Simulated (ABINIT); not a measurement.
# InAs (F-43m) in ABINIT: further runs, part 2 of 2

ABINIT 10.8.3 (patched build).

### Step 4. Single point, PBEsol

Input file run.abi:

```
# Pseudopotentials
pp_dirpath "./"
pseudos "In.GGA_PBE-JTH.xml, As.GGA_PBE-JTH.xml"

# Structure
acell 8.0655335175 8.0655335175 8.0655335175
rprim
     0.0000000000     0.7071067812     0.7071067812
     0.7071067812     0.0000000000     0.7071067812
     0.7071067812     0.7071067812     0.0000000000
ntypat 2
znucl 49 33
natom 2
typat 1 2
xred
     0.0000000000     0.0000000000     0.0000000000
     0.7500000000     0.7500000000     0.7500000000

# Plane-wave basis
ecut 17.0
pawecutdg 34.0

# k points
kptopt 1
ngkpt 3 3 3
nshiftk 1
shiftk 0.0 0.0 0.0

# Exchange and correlation
ixc -116133

# Bands and occupations
nband 18
occopt 3
tsmear 0.00183747

# SCF cycle
nstep 100
tolvrs 1.0e-9

# Output
iomode 3
prtwf 0
prtden 0
prteig 0
prtebands 0
prtvol 2
```

Potentials or basis: JTH PAW PBE v2.0.

On the command line:

```console
$ abinit run.abi > log 2>&1
```

run.abo:

```text
.Version 10.8.3 of ABINIT
 Symmetries : space group F-4 3 m (#216); Bravais cF (face-center cubic)
================================================================================
 Values of the parameters that define the memory need of the present run
     intxc =       0    ionmov =       0      iscf =      17    lmnmax =      18
     lnmax =       6     mgfft =      30  mpssoang =       3    mqgrid =    3001
     natom =       2  nloc_mem =       2    nspden =       1   nspinor =       1
    nsppol =       1      nsym =      24    n1xccc =       1    ntypat =       2
    occopt =       3   xclevel =       2
       mpw =        1258          nfft =       27000          nkpt =           4
 PAW method is used; the additional fine FFT grid is defined by:
   mgfftf=        45    nfftf =     91125
================================================================================
================================================================================

--------------------------------------------------------------------------------
------------- Echo of variables that govern the present computation ------------
--------------------------------------------------------------------------------
 -outvars: echo values of preprocessed input variables --------
            acell      8.0655335175E+00  8.0655335175E+00  8.0655335175E+00 Bohr
              amu      1.14820000E+02  7.49215900E+01
             ecut      1.70000000E+01 Hartree
              ixc     -116133
         kptrlatt        3    0    0      0    3    0      0    0    3
          kptrlen      2.41966006E+01
            natom           2
            nband          18
            ngfft          30      30      30
          ngfftdg          45      45      45
             nkpt           4
            nstep         100
             nsym          24
           ntypat           2
           occopt           3
        pawecutdg      3.40000000E+01 Hartree
         pawxcdev           0
           prtden           0
        prtebands           0
           prteig           0
           prtvol           2
            prtwf           0
            rprim      0.0000000000E+00  7.0710678120E-01  7.0710678120E-01
                       7.0710678120E-01  0.0000000000E+00  7.0710678120E-01
                       7.0710678120E-01  7.0710678120E-01  0.0000000000E+00
          spgroup         216
           tolvrs      1.00000000E-09
           tsmear      1.83747000E-03 Hartree
            typat      1  2
           useylm           1
           xangst      0.0000000000E+00  0.0000000000E+00  0.0000000000E+00
                       4.5269999970E+00  4.5269999970E+00  4.5269999970E+00
            xcart      0.0000000000E+00  0.0000000000E+00  0.0000000000E+00
                       8.5547901663E+00  8.5547901663E+00  8.5547901663E+00
             xred      0.0000000000E+00  0.0000000000E+00  0.0000000000E+00
                       7.5000000000E-01  7.5000000000E-01  7.5000000000E-01
            znucl       49.00000   33.00000

================================================================================

 chkinp: Checking input parameters for consistency.

================================================================================
== DATASET  1 ==================================================================

--- !DatasetInfo
iteration_state: {dtset: 1, }
dimensions: {natom: 2, nkpt: 4, mband: 18, nsppol: 1, nspinor: 1, nspden: 1, mpw: 1258, }
cutoff_energies: {ecut:  17.0, pawecutdg:  34.0, }
[... 138 lines left out ...]
 frms,max,avg= 8.9047303E-29 1.0032749E-28   0.000E+00  0.000E+00  0.000E+00 h/b

 cartesian forces (eV/Angstrom) at end:
    1      0.00000000000000    -0.00000000000000     0.00000000000000
    2     -0.00000000000000     0.00000000000000    -0.00000000000000
 frms,max,avg= 4.5789964E-27 5.1590472E-27   0.000E+00  0.000E+00  0.000E+00 e/A
 length scales=  8.065533517500  8.065533517500  8.065533517500 bohr
              =  4.268096528340  4.268096528340  4.268096528340 angstroms
 Fermi (or HOMO) energy (hartree) =   0.15227   Average Vxc (hartree)=  -0.33750
 Eigenvalues (hartree) for nkpt=   4  k points:
 kpt#   1, nband= 18, wtk=  0.03704, kpt=  0.0000  0.0000  0.0000 (reduced coord)
  -1.12914   -1.12914   -1.12914   -1.12888   -1.12888   -0.37939   -0.37939   -0.37939
  -0.37484   -0.37484   -0.28784    0.13941    0.15099    0.15099    0.15099    0.28989
   0.28989    0.28989
      occupation numbers for kpt#   1
   2.00000    2.00000    2.00000    2.00000    2.00000    2.00000    2.00000    2.00000
   2.00000    2.00000    2.00000    1.99818    1.33394    1.33394    1.33394    0.00000
   0.00000    0.00000
 kpt#   2, nband= 18, wtk=  0.29630, kpt=  0.3333  0.0000  0.0000 (reduced coord)
  -1.12914   -1.12913   -1.12913   -1.12887   -1.12887   -0.38296   -0.37843   -0.37843
  -0.37467   -0.37467   -0.25075   -0.02702    0.12076    0.12076    0.18709    0.32012
   0.32012    0.37291
      occupation numbers for kpt#   2
   2.00000    2.00000    2.00000    2.00000    2.00000    2.00000    2.00000    2.00000
   2.00000    2.00000    2.00000    2.00000    2.00000    2.00000    0.00000    0.00000
   0.00000    0.00000
 kpt#   3, nband= 18, wtk=  0.22222, kpt=  0.3333  0.3333  0.0000 (reduced coord)
  -1.12915   -1.12912   -1.12912   -1.12888   -1.12887   -0.38479   -0.37709   -0.37709
  -0.37593   -0.37422   -0.23820   -0.02622    0.07845    0.07845    0.21229    0.24177
   0.42135    0.42260
      occupation numbers for kpt#   3
   2.00000    2.00000    2.00000    2.00000    2.00000    2.00000    2.00000    2.00000
   2.00000    2.00000    2.00000    2.00000    2.00000    2.00000    0.00000    0.00000
   0.00000    0.00000
 kpt#   4, nband= 18, wtk=  0.44444, kpt= -0.3333  0.3333  0.0000 (reduced coord)
  -1.12914   -1.12913   -1.12912   -1.12888   -1.12887   -0.38497   -0.37754   -0.37703
  -0.37525   -0.37459   -0.21626   -0.05881    0.02356    0.08706    0.23148    0.33434
   0.39346    0.39915
      occupation numbers for kpt#   4
   2.00000    2.00000    2.00000    2.00000    2.00000    2.00000    2.00000    2.00000
   2.00000    2.00000    2.00000    2.00000    2.00000    2.00000    0.00000    0.00000
   0.00000    0.00000
 Total charge density [el/Bohr^3]
)     Maximum=    3.8144E+00  at reduced coord.    0.7556    0.7556    0.7556
)Next maximum=    3.8144E+00  at reduced coord.    0.7333    0.7556    0.7556
)     Minimum=    1.5029E-03  at reduced coord.    0.5111    0.4889    0.4889
)Next minimum=    1.5029E-03  at reduced coord.    0.4889    0.5111    0.4889
   Integrated=    2.8000E+01

--- !EnergyTerms
iteration_state     : {dtset: 1, }
comment             : Components of total free energy in Hartree
kinetic             :  1.79776146781387E+01
hartree             :  6.04317899352152E+01
xc                  : -9.63873340623383E+00
Ewald energy        : -9.28949152013881E+01
psp_core            :  3.70423403242911E+00
local_psp           : -1.60709706074467E+02
PAW spherical_terms :  9.25120642979664E+00
internal            : -1.71878509606510E+02
'-kT*entropy'       : -2.60813201326742E-04
total_energy        : -1.71878770419711E+02
total_energy_eV     : -4.67705960937505E+03
...

--- !EnergyTermsDC
iteration_state     : {dtset: 1, }
comment             : '"Double-counting" decomposition of free energy'
band_energy         : -1.52727600513459E+01
Ewald energy        : -9.28949152013881E+01
psp_core            :  3.70423403242911E+00
xc_dc               : -6.25635955782452E+01
PAW spherical_terms : -4.85146909139702E+00
internal            : -1.71878505889947E+02
'-kT*entropy'       : -2.60813201326742E-04
total_energy_dc     : -1.71878766703148E+02
total_energy_dc_eV  : -4.67705950824223E+03
...

--- !EnergyTermsWithPAWCore
iteration_state     : {dtset: 1, }
comment             : 'Components of total free energy, including PAW core contributions'
Total energy        : -8.13846005078536E+03
Total energy DC     : -8.13846004706880E+03
Total energy (eV)   : -2.21458779889407E+05
Total energy DC (eV): -2.21458779788274E+05
...

 Cartesian components of stress tensor (hartree/bohr^3)
  sigma(1 1)= -9.04369134E-05  sigma(3 2)=  0.00000000E+00
  sigma(2 2)= -9.04369134E-05  sigma(3 1)=  0.00000000E+00
  sigma(3 3)= -9.04369134E-05  sigma(2 1)=  0.00000000E+00

-Cartesian components of stress tensor (GPa)         [Pressure=  2.6607E+00 GPa]
- sigma(1 1)= -2.66074585E+00  sigma(3 2)=  0.00000000E+00
- sigma(2 2)= -2.66074585E+00  sigma(3 1)=  0.00000000E+00
- sigma(3 3)= -2.66074585E+00  sigma(2 1)=  0.00000000E+00

== END DATASET(S) ==============================================================
================================================================================

 -outvars: echo values of variables after computation  --------
            acell      8.0655335175E+00  8.0655335175E+00  8.0655335175E+00 Bohr
           etotal     -1.7187876670E+02
            fcart      1.0032749468E-28 -8.8524260010E-29  7.6721025342E-29
                      -1.0032749468E-28  8.8524260010E-29 -7.6721025342E-29
            rprim      0.0000000000E+00  7.0710678120E-01  7.0710678120E-01
                       7.0710678120E-01  0.0000000000E+00  7.0710678120E-01
                       7.0710678120E-01  7.0710678120E-01  0.0000000000E+00
           strten     -9.0436913410E-05 -9.0436913410E-05 -9.0436913410E-05
                       0.0000000000E+00  0.0000000000E+00  0.0000000000E+00
           xangst      0.0000000000E+00  0.0000000000E+00  0.0000000000E+00
                       4.5269999970E+00  4.5269999970E+00  4.5269999970E+00
             xred      0.0000000000E+00  0.0000000000E+00  0.0000000000E+00
                       7.5000000000E-01  7.5000000000E-01  7.5000000000E-01
 Calculation completed.
```

It took 8.2 s on 1 thread of Arm Neoverse V2, shared host; peak memory 0.11 GiB.

What came out:

| Quantity | Value |
| --- | --- |
| Free energy | -4677.0595 eV |
| Band gap on the k mesh | none (metal or under the smearing width) |
| Valence electrons inside the program's atomic spheres | In 11.23; As 12.71 |

Caveat: the k mesh is coarse (spacing up to 0.60 Å⁻¹), so the values aren't converged; the cutoff is too short for stress, so the log's stress isn't used; the PAW data sets were made with another functional, which shifts forces and pressure a little; this crystal is a semiconductor, whose small gap the functional closes, so the metal is an error of the method.

### Step 5. Single point, r2SCAN

Input file run.abi:

```
# Pseudopotentials
pp_dirpath "./"
pseudos "In.GGA_PBE-JTH.xml, As.GGA_PBE-JTH.xml"

# Structure
acell 3*1.0 Angstrom
rprim
     0.0000000000     3.0180000000     3.0180000000
     3.0180000000     0.0000000000     3.0180000000
     3.0180000000     3.0180000000     0.0000000000
ntypat 2
znucl 49 33
natom 2
typat 1 2
xred
     0.0000000000     0.0000000000     0.0000000000
     0.7500000000     0.7500000000     0.7500000000

# Plane-wave basis
ecut 20.0
pawecutdg 40.0

# k points
kptopt 1
ngkpt 3 3 3
nshiftk 1
shiftk 0.0 0.0 0.0

# Exchange and correlation
ixc -497498
usekden 1
pawxcdev 0

# Bands and occupations
nband 18
occopt 3
tsmear 0.05 eV

# SCF cycle
nstep 100
tolvrs 1.0e-8

# Output
iomode 3
prtwf 0
prteig 0
prtebands 0
enunit 2
prtden 1
prtvha 1
prtvclmb 1
prtpot 1
```

On the command line:

```console
$ abinit run.abi > log 2>&1
```

It took 24 s on 1 thread of Arm Neoverse V2, shared host; peak memory 0.14 GiB.

The run converged. Its results:

- Free energy: -3955.9049 eV
- Valence electrons inside the program's atomic spheres: In 11.17; As 12.71

Levels at points of the mesh, in eV from the Fermi level:
| k point | band 11 | band 12 | band 13 | band 14 | band 15 | band 16 | band 17 | band 18 |
| --- | --- | --- | --- | --- | --- | --- | --- | --- |
| (0.00, 0.00, 0.00) | -12.48 | -0.14 | -0.14 | -0.14 | 0.08 | 4.06 | 4.06 | 4.06 |

Caveat: the k mesh is coarse (spacing up to 0.60 Å⁻¹), so the values aren't converged; the cutoff is too short for stress, so the log's stress isn't used; totals of a meta-GGA on PAW files have another zero than those of a GGA; the PAW data sets were made with another functional, which shifts forces and pressure a little.

### Step 6. Overview

```csv
level,k mesh,cutoff (eV),fine-grid cutoff,mesh quality,gap on the mesh (eV)
r2SCAN,6 × 6 × 6,544,1088.46 eV,not flagged,0.25
PBE,5 × 5 × 5,463,925.187 eV,coarse,none
PBEsol,3 × 3 × 3,463,925.187 eV,coarse,none
r2SCAN,3 × 3 × 3,544,1088.46 eV,coarse,-
```

Alike in all rows: task single point; potentials or basis JTH PAW PBE v2.0; no spin polarisation; cell as given; smearing fermi-dirac 0.05 eV.

Caveats: some runs use coarse meshes; the PAW data sets were made with another functional, which shifts forces and pressure a little (some runs); totals of a meta-GGA on PAW files have another zero than those of a GGA (some runs); this crystal is a semiconductor, whose small gap the functional closes, so the metal is an error of the method (some runs); spin-orbit coupling is left out, which moves the levels of the heavy elements (some runs).

Total energies depend on the potentials used, so only differences within one code and one set of settings carry meaning.

### Step 7. How close it comes

Step 2. Against the measured gap of InAs, 0.418 eV (direct; 4.2 K; a printed reference work, data compilation), the calculated 0.25 eV is off by -0.17 eV. Spin-orbit coupling on As, In is left out. The value is that of r2SCAN, without temperature or zero-point motion.
